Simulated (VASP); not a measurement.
# KI in VASP: how settings move the PBE relaxation

The PBE relaxation of KI built on the rocksalt prototype is repeated with altered inputs. Which of them can be trusted?

Code: VASP 6.6.1. PAW datasets, plane waves. No spin polarisation and no zero-point or thermal motion.

## Step 1: The cell

The symmetry is Fm-3m (No. 225, cubic); a = 6.964 Å in the conventional setting, 42.22 Å³ an atom. K has 6 I at 3.48 Å; I has 6 K at 3.48 Å.

Structure file:

```cif
data_structure
_symmetry_space_group_name_H-M 'P 1'
_symmetry_Int_Tables_number 1
_cell_length_a 4.9246
_cell_length_b 4.9246
_cell_length_c 4.9246
_cell_angle_alpha 60.000
_cell_angle_beta 60.000
_cell_angle_gamma 60.000
_cell_volume 84.45
loop_
_atom_site_label
_atom_site_type_symbol
_atom_site_fract_x
_atom_site_fract_y
_atom_site_fract_z
_atom_site_occupancy
K1 K 0.00000 0.00000 0.00000 1
I1 I 0.50000 0.50000 0.50000 1
```

The PBE run on sound settings gave: energy (σ→0) -5.5653 eV, final volume 46.469 Å³/atom.

## Step 2: Try 1

Input file INCAR:

```
ENCUT = 600.000000
SIGMA = 0.020000
EDIFF = 1.00e-07
EDIFFG = -5.00e-03
PREC = Accurate
IBRION = 2
ISIF = 3
ISMEAR = -1
NBANDS = 15
NSW = 40
LASPH = .TRUE.
LCHARG = .FALSE.
LWAVE = .FALSE.
LREAL = .FALSE.
GGA = PE
NELM = 75
```

Input file KPOINTS:

```
KPOINTS created by Atomic Simulation Environment
0
Gamma
6 6 6
0 0 0
```

Input file POSCAR:

```
K  I
 1.0000000000000000
     0.0000000000000000    3.4822080000000000    3.4822080000000000
     3.4822080000000000    0.0000000000000000    3.4822080000000000
     3.4822080000000000    3.4822080000000000    0.0000000000000000
 K   I
   1   1
Cartesian
  0.0000000000000000  0.0000000000000000  0.0000000000000000
  3.4822080000000000  3.4822080000000000  3.4822080000000000
```

Potentials: the recommended PBE PAW datasets, 16 valence electrons in the neutral cell.

Launch:

```sh
> mpirun -np 1 vasp_std
```

## Step 3: Try 2

Input file INCAR:

```
ENCUT = 600.000000
SIGMA = 0.020000
EDIFF = 1.00e-07
EDIFFG = -5.00e-03
GGA = PE
PREC = Accurate
IBRION = 2
ISIF = 3
ISMEAR = -1
NBANDS = 15
NSW = 40
LASPH = .TRUE.
LCHARG = .FALSE.
LWAVE = .FALSE.
LREAL = .FALSE.
PSTRESS = 500
NELECT = 15
NELM = 64
```

Input file KPOINTS:

```
KPOINTS created by Atomic Simulation Environment
0
Gamma
6 6 6
0 0 0
```

Input file POSCAR:

```
K  I
 1.0000000000000000
     0.0000000000000000    3.4822080000000000    3.4822080000000000
     3.4822080000000000    0.0000000000000000    3.4822080000000000
     3.4822080000000000    3.4822080000000000    0.0000000000000000
 K   I
   1   1
Cartesian
  0.0000000000000000  0.0000000000000000  0.0000000000000000
  3.4822080000000000  3.4822080000000000  3.4822080000000000
```

## Step 4: Try 3

Input file INCAR:

```
SIGMA = 0.020000
EDIFF = 1.00e-07
EDIFFG = -5.00e-03
GGA = PE
PREC = Accurate
IBRION = 2
ISIF = 3
ISMEAR = -1
NBANDS = 15
LASPH = .TRUE.
LCHARG = .FALSE.
LWAVE = .FALSE.
LREAL = .FALSE.
NELM = 99
NSW = 30
ENCUTT = 520
```

Input file KPOINTS:

```
KPOINTS created by Atomic Simulation Environment
0
Gamma
6 6 6
0 0 0
```

Input file POSCAR:

```
K  I
 1.0000000000000000
     0.0000000000000000    3.4822080000000000    3.4822080000000000
     3.4822080000000000    0.0000000000000000    3.4822080000000000
     3.4822080000000000    3.4822080000000000    0.0000000000000000
 K   I
   1   1
Cartesian
  0.0000000000000000  0.0000000000000000  0.0000000000000000
  3.4822080000000000  3.4822080000000000  3.4822080000000000
```

**Question.** What will these runs give? Wanted: for each run, changed; ending; energy change; volume; electronic steps; usable.

The runs gave:

| run | changed | ending | energy change (meV/atom) | volume (Å³/atom) | electronic steps | time | usable |
| --- | --- | --- | --- | --- | --- | --- | --- |
| ref. | – | converged | 0 | 46.469 | – | – | yes |
| 1 | NELM = 75 | converged | – | 46.469 | 43 | 1.8 min | yes |
| 2 | PSTRESS = 500, NELECT = 15, NELM = 64 | crashed | – | – | 14 | 35 s | no |
| 3 | no ENCUT, ENCUTT = 520 | converged | 2.3 | 46.220 | 45 | 40 s | no |

**Reading.** Of 3 altered inputs, 1 gave no result, 1 ended normally on a faulty or unsound input, 1 gave usable results.
